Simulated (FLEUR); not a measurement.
## MnS under changes of volume

One of the cells (17.667 Å³/atom); the others are scaled copies at fixed shape and fractional positions:

```xyz
2
Lattice="0.0000 2.6045 2.6045 2.6045 0.0000 2.6045 2.6045 2.6045 0.0000" Properties=species:S:1:pos:R:3 pbc="T T T"
Mn    0.0000    0.0000    0.0000
S     2.6045    2.6045    2.6045
```

| Property | Result |
| --- | --- |
| Program | FLEUR MaX-R8.1 (later development tree) |
| Functional | BLYP |
| Potentials or basis | all-electron |
| Basis | FLAPW |
| Kmax | 4.73 1/bohr |
| k mesh | 9 × 9 × 9 |
| Occupations | fermi-dirac, width 0.05 eV |
| Spin | collinear spin, ferromagnetic start |
| Starting moments | [4.0, 0.0] μB |

| volume (Å³/atom) | energy over the lowest point (meV/atom) | moment (μB per cell) |
| --- | --- | --- |
| 16.607 | ? | ? |
| 16.961 | 8.25 | 4.50 |
| 17.667 | 0.00 | 4.64 |
| 18.374 | 1.23 | 4.73 |
| 18.727 | 4.77 | 4.77 |

**Question.** What does the run at 16.607 Å³/atom give?

**Answer.** Energy over the lowest point 16.09 meV/atom; moment 4.42 μB per cell.

Worked out: A Birch-Murnaghan fit of order 2 (a polynomial in V^(-2/3)) to the other rows has its minimum at 17.92 Å³/atom with B0 = V·E''(V) = 50 GPa. It gives 16.54 meV/atom at 16.607 Å³/atom, against the run's 16.09. A parabola through the other rows of the moment, of slope 0.249 μB per Å³/atom there, extrapolates to 4.42 μB, against the run's 4.42.

Energies are extrapolated to zero smearing.

Caveats: a cell with one magnetic atom can't hold antiferromagnetic order, which such compounds often take.
